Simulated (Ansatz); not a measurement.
The system is La2O3.

```
La O
1.0
     6.37027    0.00000    0.00000
    -3.18514    5.51682    0.00000
     0.00000    0.00000    3.28989
La O
2 3
Direct
  0.66667 0.33333 0.49810
  0.33333 0.66667 0.50190
  0.50461 0.00000 0.00000
  0.00000 0.50461 0.00000
  0.49539 0.49539 0.00000
```

The cell comes from a database or a generator and needn't be the stable form of this composition.

Base run:

| Property | Result |
| --- | --- |
| Program | Ansatz 0.2.0 |
| Functional | LDA |
| Potentials or basis | Ansatz PAW |
| Cutoff | 420 eV (not typed: the program's choice for these potentials) |
| k mesh | 5 × 5 × 8 |
| Occupations | fermi-dirac, width 0.05 eV |
| Spin | no spin polarisation |

Its results: band gap on the k mesh 1.50 eV, indirect (least direct gap 1.94 eV); pressure -5.2 GPa; largest force 0.051 eV/Å.

Q: The run is repeated on the same cell with these changes: functional from LDA to PBEsol. What comes out?

A: Band gap on the k mesh 1.56 eV, indirect (least direct gap 2.01 eV); pressure -3.1 GPa; largest force 0.044 eV/Å.

PBEsol binds less tightly than LDA, so the same cell stands under more pressure.

Caveats: spin-orbit coupling is left out, which moves the levels of the heavy elements; the PAW data sets come from PBE, with cores solved anew for the run's functional, which leaves a small shift of forces and pressure.
